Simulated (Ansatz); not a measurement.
# Lattice dynamics of TiAl (Pm-3m), part 2 of 2

Wanted: phonon frequencies of TiAl (Pm-3m) and what follows from them.

Ansatz 0.2.0; DFT LDA, scalar-relativistic, plane waves, PAW.

So far. Step 4 (Relaxing to small forces for the phonons): The forces vanish by symmetry and the pressure is -0.005 GPa, within the tolerances set. The cell now holds 15.25 Å³/atom. Step 5 (Linear response at the zone centre): Before it was imposed, the acoustic sum rule was missed by 9.3e-6 eV/Å². Small misses are needed for a sound result but don't prove that mesh and cutoff are converged. The lowest optical mode is real, 328 cm⁻¹. The relaxed cell has a = 3.124 Å (conventional setting).

The database entry behind the starting cell lists a temperature of 1381 K, so it need not match the best structure at ambient conditions.

## Step 6: The dispersion

Stability and thermal properties need the whole zone. Linear response on a 4×4×4 q mesh gives force constants as far as a supercell of that size would.

File input.yaml:

```yaml
crystal:
  lattice:
    - [3.1242198621, 0.0, 0.0]
    - [0.0, 3.1242198621, 0.0]
    - [0.0, 0.0, 3.1242198621]
  atoms:
    - { symbol: Ti, position: [0.5, 0.5, 0.5] }
    - { symbol: Al, position: [0.0, 0.0, 0.0] }
kpoints:
  mp_grid: { grid: [16, 16, 16] }
hamiltonian:
  xc: lda
scf:
  occupations: { method: methfessel_paxton, width: 0.2 }
output:
  eigenvalues: true
phonons:
  method: dfpt
  qmesh: [4, 4, 4]
  temperatures: { t_max: 1000, t_step: 50 }
  qpath:
    path:
      - [[0.0, 0.0, 0.0], [0.0, 0.5, 0.0], [0.5, 0.5, 0.0], [0.0, 0.0, 0.0], [0.5, 0.5, 0.5], [0.0, 0.5, 0.0]]
      - [[0.5, 0.5, 0.5], [0.5, 0.5, 0.0]]
    npoints: 10
```

The run is started by

```sh
ansatz run input.yaml --threads 4 --pin off --max-ram 7168MiB --backend cpu --events-out ev --progress --plain --runs-dir out
```

Numbers of over 12 decimals in the logs are rounded to 6 here.

Output:

```text
[...]
Crystal: 2 atoms, lattice volume = 30.495 Å³
Basis set: ecut = 420 eV, 619 PW (Γ), exchange–correlation on 48×48×48 points (8 copies of the dense FFT grid, shifted against one another)
Bands: 12, of which v1, the nominal top of the filled ones, is band 8 counted from 1 (7 counted from 0)
Symmetry: 48 space group operations
k-points: 165 of 4096
[...]
SCF iter   1: F=—  HF=-2963.745154 eV  |F-HF|=—  |Δ(HF+E_count)|=         —  Δρ=8.54e-3  dr2=3.36e-2  ethr=1.77e-3  ⟨swp⟩=5.0  Hψ=10186  notcnv=0
[...]
SCF iter   8: F=-2963.737127 eV  HF=-2963.737127 eV  |F-HF|=1.82e-12  |Δ(HF+E_count)|=  1.82e-12  S|Δr|=    0.00e0  Δρ=1.26e-8  dr2=7.71e-14  ethr=1.00e-12  ⟨swp⟩=4.6  Hψ=6135  notcnv=0
[...]
SCF 1 converged in 8 iterations: F = -2963.737127 eV  dr2 = 7.71e-14
[...]
phonons: the bands overlap, so this run is a metal and interpolates without the dipole-dipole term. If the crystal is really an insulator or semiconductor, its LO-TO splitting is missing
NSCF: frozen V_eff on 165 k-points
[...]
DFPT response loops at q = (0, 0, 0) (fractional): preconditioner auto → Kerker (q_TF=auto, 2.424 Å⁻¹) (partly filled bands, converged f_vac=0.000); β = 1.00, the filter's whole step (`scf.mixing.beta` (0.50) is not read by the response loops under this deck's `scf.mixing.preconditioner`; to damp them name `kerker` or `kerker_dos`, under which they read `scf.mixing.beta`, and type it under 1.00, their step now; both keys bind the ground state too); Broyden in place of MSR1
[...]
SCF converged after 8 iterations
[...]
Free energy (F): -2963.737127 eV
[...]
Internal energy: -2963.734004 eV  (E = F + TS)
E sigma→0 (E₀):  -2963.736346 eV
Entropy (-TS):   -0.003122 eV (-1.561 meV/atom)
Fermi energy:    11.874417 eV
[...]
--- Band table (eV; the first three rows and the last of 165) ---
  k-point 0: bands = [... 4 lower, 2.4397, 10.3302, 10.3302, 13.7448, 13.7448, 13.7448, 16.5422, 16.5422]
  k-point 1: bands = [... 4 lower, 2.5050, 10.3038, 10.3600, 13.6278, 13.6278, 13.7531, 16.2658, 16.7047]
  k-point 2: bands = [... 4 lower, 2.6995, 10.1963, 10.4468, 13.3439, 13.3439, 13.7768, 15.6783, 17.1271]
  k-point 164: bands = [... 4 lower, 8.6310, 8.6310, 8.6310, 12.7342, 14.8850, 14.8850, 15.0034, 15.0034]
--- Phonons (Γ-DFPT): 2 representative perturbations + reference (Σ response iterations 6) ---
  ASR residual: 4.707e-6 → 0.000e0 eV/Å²; symmetrization residual: 4.220e-7 eV/Å²
  ASR residual per site (eV/Å²): 4.71e-6 3.95e-7
  Γ frequencies (cm⁻¹): 0.00 0.00 0.00 327.68 327.68 327.68
--- Phonons (arbitrary-q DFPT): 10 irreducible q on the 4×4×4 mesh ---
  q = [0.0000, 0.0000, 0.0000] (star 1, of the zone-centre solve; hermiticity 1.24e-7, symmetrization 2.69e-13): -0.00 -0.00 0.00 327.68 327.68 327.68
  q = [0.0000, 0.0000, 0.2500] (star 6, 4 solved perturbations in 4032 linear systems a pass and spin channel, the states on 1296 of 4096 k-point pairs; hermiticity 1.93e-7, symmetrization 6.32e-13): 113.09 113.09 129.64 310.20 310.20 310.26
[...]
q = [0.0000, 0.2500, -0.5000] (star 12, 6 solved perturbations on 1296 of 4096 k-point pairs; hermiticity 2.17e-7, symmetrization 8.16e-15): 69.52 108.54 211.79 276.46 329.04 331.79
[...]
sum rule: each row above includes the acoustic sum rule's correction from the zone centre's row sums; it moved no ω² by more than (0.16 cm⁻¹)²
  mesh force constants: q→R imaginary residual 4.30e-18; ASR residual 4.707e-6 → 0.000e0 eV/Å²; symmetrization residual 3.553e-15 eV/Å²
  interpolated dispersion: 62 rows × 6 modes
  density of states and harmonic sums: on the 20×20×20 q-mesh, interpolated from the force constants of a 4×4×4 supercell (no non-analytic term)
  largest difference from the sums on the solved wave vectors: F 1.14e-2 eV, S 2.19e-5 and C_V 1.05e-5 eV/K
  zero-point energy: 0.080692 eV/cell   skipped modes (ω ≤ 0): 135, of them read as no rigid motion or as one in doubt: 132 (4.498e-1 modes/cell left out, lowest -126.94 cm⁻¹)   left out of the sums: 7.50e-2 of the cell's modes: C_V's classical limit lies that fraction below 3 k_B per atom; for a crystal, a wire or a layer, F and S can be off by more, and a phonons.interpolated_qmesh denser along its periods is the remedy for the sampling
```

Run time: 4.7 min. Hardware: 4 threads of Arm Neoverse V2, shared host; peak memory 2.2 GiB; 18 min of CPU time.

Numbers from this step:

```yaml
sum_rule_residual_before_enforcement: 4.71e-6 eV/Å²
lowest_frequency_on_the_path: -126.9 cm⁻¹
highest_frequency_on_the_path_or_at_a_solved_wavevector: 352.6 cm⁻¹
lowest_mode_on_the_q_mesh_acoustic_modes_at_gamma_apart: -126.9 cm⁻¹
```

Frequencies (cm⁻¹) solved at each irreducible wavevector; negative means imaginary. Frequencies by wavevector, by row:

| q in reciprocal lattice units | star | mode 1 | mode 2 | mode 3 | mode 4 | mode 5 | mode 6 |
| --- | --- | --- | --- | --- | --- | --- | --- |
| 0 0 0 | 1 | 0 | 0 | 0 | 327.7 | 327.7 | 327.7 |
| 0 0 0.25 | 6 | 113.1 | 113.1 | 129.6 | 310.2 | 310.2 | 310.3 |
| 0 0 -0.5 | 3 | 209.1 | 209.1 | 216.6 | 265.5 | 268.5 | 268.5 |
| 0 0.25 0.25 | 12 | -77.9 | 151.1 | 217.1 | 272.8 | 302.2 | 347.3 |
| 0 0.25 -0.5 | 12 | 69.5 | 108.5 | 211.8 | 276.5 | 329 | 331.8 |
| 0 -0.5 -0.5 | 3 | -126.9 | -126.9 | 215.6 | 288.6 | 350.1 | 350.1 |
| 0.25 0.25 0.25 | 8 | 105.3 | 105.3 | 187.7 | 305.1 | 321.3 | 321.3 |
| 0.25 0.25 -0.5 | 12 | 109.6 | 112.8 | 215.1 | 268.1 | 327.1 | 336 |
| 0.25 -0.5 -0.5 | 6 | 61.8 | 61.8 | 225.1 | 266.4 | 321 | 321 |
| -0.5 -0.5 -0.5 | 1 | 195.4 | 195.4 | 195.4 | 244.6 | 244.6 | 244.6 |

Interpolated from a 4×4×4 q mesh. The phonon branches at the labelled points (cm⁻¹):

| point | branch 1 | branch 2 | branch 3 | branch 4 | branch 5 | branch 6 |
| --- | --- | --- | --- | --- | --- | --- |
| Γ | 0 | 0 | 0 | 328 | 328 | 328 |
| halfway | 113 | 113 | 130 | 310 | 310 | 310 |
| X | 209 | 209 | 217 | 266 | 268 | 268 |
| halfway | 70 | 108 | 212 | 276 | 329 | 332 |
| M | -127 | -127 | 216 | 289 | 350 | 350 |
| halfway | -78 | 151 | 217 | 273 | 302 | 347 |
| Γ | 0 | 0 | 0 | 328 | 328 | 328 |
| halfway | 105 | 105 | 188 | 305 | 321 | 321 |
| R | 195 | 195 | 195 | 245 | 245 | 245 |
| halfway | 110 | 113 | 215 | 268 | 327 | 336 |
| X | 209 | 209 | 217 | 266 | 268 | 268 |
| jump to R | 195 | 195 | 195 | 245 | 245 | 245 |
| halfway | 62 | 62 | 225 | 266 | 321 | 321 |
| M | -127 | -127 | 216 | 289 | 350 | 350 |

The phonon branches as a text plot (rows in cm⁻¹):

```
    343 |           ************                    **        ***
    323 |***       *      *    *************       ****      *
    303 |   ***   *        *****    *   *****     *    *    *
    283 |     ** * ********  **      ***    *    *      *  *  ***
    263 |      ****                          *  * ************
    243 |                                     ****        *
    223 |       *   *****    *         *           **    * ******
    203 |      *****     **   *      **       *****  ******
    183 |     *            **           *   **  *      ** *
    163 |    **   *            *           * *         *
    143 |    *    **         *      *    **      *    *    *
    123 |   *      *      *   *            **     ** **
    103 |                       *       *          **       *
     83 |  *                   *
     63 | **        *           ** *   *                     *
     43 | *                          **
     23 |*                       *
      3 |                         * *
    -17 |                        * *
    -37 |           *    *      *
    -57 |            *         *
    -77 |                    **
    -97 |            **   ***                                 *
   -117 |             ****                                     **
         Γ      X      M          Γ            R        X|R     M
```

The phonon density of states has structure finer than the step of the table below, so its rows give means over 20 cm⁻¹, whole bins alone (the curve runs from -128 to 352 cm⁻¹). Peaks (cm⁻¹: height): 212.5: 0.0356, 282.5: 0.044, 337.5: 0.0524.

Tetrahedra on a 20×20×20 mesh, mean over bins of 5 cm-1. Interpolated from a 4×4×4 q mesh. The phonon density of states by wavenumber; means over each step:

| wavenumber (cm⁻¹) | phonon density of states (1/cm⁻¹/cell) |
| --- | --- |
| -100 | 0.00304 |
| -80 | 0.00400 |
| -60 | 0.00449 |
| -40 | 0.00425 |
| -20 | 0.00363 |
| 0 | 0.00336 |
| 20 | 0.00364 |
| 40 | 0.00445 |
| 60 | 0.00620 |
| 80 | 0.00877 |
| 100 | 0.0115 |
| 120 | 0.0133 |
| 140 | 0.0122 |
| 160 | 0.0122 |
| 180 | 0.0132 |
| 200 | 0.0235 |
| 220 | 0.0170 |
| 240 | 2.7e-4 |
| 260 | 0.00703 |
| 280 | 0.0377 |
| 300 | 0.0270 |
| 320 | 0.0366 |
| 340 | 0.0389 |

The partial phonon density of states has structure finer than the step of the table below, so its rows give means over 20 cm⁻¹, whole bins alone (the curve runs from -136 to 373 cm⁻¹). Peaks (cm⁻¹: height): Al 136.2: 0.00526, 280.2: 0.0358, 334.7: 0.0313; Ti 136.2: 0.0100, 213.0: 0.0310, 334.7: 0.0186.

Phonopy on the run's constants, 19x19x19 mesh, Gaussian sigma 3.6 cm-1. Interpolated from a 4×4×4 q mesh. Partial phonon density of states against wavenumber; means over each step; values in 1/cm⁻¹/cell:

| wavenumber (cm⁻¹) | Al | Ti |
| --- | --- | --- |
| -120 | 5.3e-4 | 9.3e-4 |
| -100 | 0.00121 | 0.00206 |
| -80 | 0.00175 | 0.00291 |
| -60 | 0.00200 | 0.00332 |
| -40 | 0.00178 | 0.00299 |
| -20 | 9.4e-4 | 0.00160 |
| 0 | 7.3e-5 | 1.2e-4 |
| 20 | 0.00120 | 0.00204 |
| 40 | 0.00209 | 0.00360 |
| 60 | 0.00221 | 0.00384 |
| 80 | 0.00340 | 0.00594 |
| 100 | 0.00426 | 0.00761 |
| 120 | 0.00443 | 0.00817 |
| 140 | 0.00433 | 0.00885 |
| 160 | 0.00341 | 0.00822 |
| 180 | 0.00319 | 0.0102 |
| 200 | 0.00286 | 0.0193 |
| 220 | 7.2e-4 | 0.0178 |
| 240 | 3.4e-4 | 1.3e-4 |
| 260 | 0.00792 | 4.0e-4 |
| 280 | 0.0320 | 0.00405 |
| 300 | 0.0200 | 0.00749 |
| 320 | 0.0234 | 0.0129 |
| 340 | 0.0242 | 0.0144 |
| 360 | 0.00194 | 0.00117 |

Second derivatives of the energy by pair, one row for each kind of neighbour of each atom listed. Each entry sums the pair over the periodic images of the supercell that the q mesh stands for, and in a polar crystal it holds the long-range dipole part too. Force constants by pair, by row:

| atom | neighbour | distance (Å) | third of the trace (eV/Å²) | along the pair's line (eV/Å²) |
| --- | --- | --- | --- | --- |
| Ti1 | itself | 0 | 7.835 | – |
| Ti1 | Al | 2.706 | -0.9123 | -3.141 |
| Ti1 | Ti | 3.124 | -0.0665 | -0.1099 |
| Ti1 | Ti | 4.418 | -0.0448 | -0.2627 |
| Ti1 | Al | 5.181 | 0.0167 | 0.0058 |
| Ti1 | Ti | 5.411 | -0.0538 | -0.06 |
| Ti1 | Ti | 6.248 | -0.1836 | -0.288 |
| Ti1 | Al | 6.809 | 0.005 | 0.0109 |
| Ti1 | Ti | 6.986 | 0.0763 | 0.0955 |
| Al2 | itself | 0 | 7.148 | – |
| Al2 | Ti | 2.706 | -0.9123 | -3.141 |
| Al2 | Al | 3.124 | 0.0207 | 0.0672 |
| Al2 | Al | 4.418 | -0.0614 | -0.0936 |
| Al2 | Ti | 5.181 | 0.0167 | 0.0058 |
| Al2 | Al | 5.411 | 0.0351 | 0.0126 |
| Al2 | Al | 6.248 | -0.0301 | 0.0395 |
| Al2 | Ti | 6.809 | 0.005 | 0.0109 |
| Al2 | Al | 6.986 | 4.00e-4 | 0.0052 |

Symmetry leaves 10 wavevectors to solve. The lowest mode among them, the acoustic zeros apart, lies at q = (0, -0.5, -0.5) and is imaginary, 126.9i cm⁻¹, so the energy falls along it.

## Step 7: Isotope substitution

An isotope changes the mass and not the force constants, so no new electronic calculation is needed; the shifts show which modes move this element.

The same force constants with the mass of Ti changed from 47.867 to 49.945 u (phonopy, no LO-TO term). Both lists are sorted by frequency; levels can cross, so a row need not hold one and the same mode. Modes under 3 cm⁻¹ are left out. Isotope shifts, by row:

| q | rank | natural mass (cm⁻¹) | changed mass (cm⁻¹) |
| --- | --- | --- | --- |
| 0 0 0 | 4 | 327.7 | 325.2 |
| 0 0 0 | 5 | 327.7 | 325.2 |
| 0 0 0 | 6 | 327.7 | 325.2 |
| 0 0 0.25 | 1 | 113.1 | 111.4 |
| 0 0 0.25 | 2 | 113.1 | 111.4 |
| 0 0 0.25 | 3 | 129.6 | 127.9 |
| 0 0 0.25 | 4 | 310.2 | 308 |
| 0 0 0.25 | 5 | 310.2 | 308.2 |
| 0 0 0.25 | 6 | 310.3 | 308.2 |
| 0 0 -0.5 | 1 | 209.1 | 204.7 |
| 0 0 -0.5 | 2 | 209.1 | 204.7 |
| 0 0 -0.5 | 3 | 216.6 | 212.1 |
| 0 0 -0.5 | 4 | 265.5 | 265.5 |
| 0 0 -0.5 | 5 | 268.5 | 268.5 |
| 0 0 -0.5 | 6 | 268.5 | 268.5 |
| 0 0.25 0.25 | 1 | -77.91 | -76.9 |
| 0 0.25 0.25 | 2 | 151.1 | 148.6 |
| 0 0.25 0.25 | 3 | 217.1 | 212.8 |
| 0 0.25 0.25 | 4 | 272.8 | 272.5 |
| 0 0.25 0.25 | 5 | 302.2 | 300.7 |
| 0 0.25 0.25 | 6 | 347.3 | 344.5 |

A mode of this element alone would shift by -2.10 %. The highest zone-centre frequency without the field goes from 327.7 to 325.2 cm⁻¹ (-0.8 %). The product of the frequency ratios over all optical modes at Γ is 0.978; the product rule, (m/m′)^(3k/2) (M′/M)^(3/2) with k = 1 such atoms and M the mass of the cell, gives 0.978.

## Step 8: Summary of results

```yaml
space_group_after_relaxation_within_0p01_a: Pm-3m
volume_per_atom: 15.2 Å³
electronic_character: no gap on this mesh
highest_optical_mode_at_the_zone_centre_no_lo_to_term: 328 cm⁻¹
lowest_optical_zone_centre_mode: 328 cm⁻¹
lowest_mode_on_the_q_mesh_acoustic_modes_at_gamma_apart: -127 cm⁻¹
highest_frequency_on_the_path_or_at_a_solved_wavevector: 353 cm⁻¹
imaginary_modes_on_the_4x4x4_q_mesh: yes
```

Modes are clearly imaginary (beyond 10i cm⁻¹) at 2 of the 10 irreducible wavevectors, most at q = (0, -0.5, -0.5) (126.9i cm⁻¹), so this structure is not a minimum of the energy. The optical modes at Γ form one degenerate level at 328 cm⁻¹. With no gap, or one that is small against the smearing, the frequencies hang on the k mesh and the smearing, most of all near Kohn anomalies. The phonon runs are without spin polarisation, although the cell has an odd electron count. These are harmonic frequencies at zero temperature: anharmonic shifts, linewidths and thermal expansion are left out.

[Logs are printed without paths, hosts, clocks, repeated set-up lines and the standing remarks that a program may print on its own settings, such as how far it seeks lower states.]

[Hosts, paths, dates, database ids (printed as entryN), source tags and the programs' standing remarks are cut or masked in the printed files.]
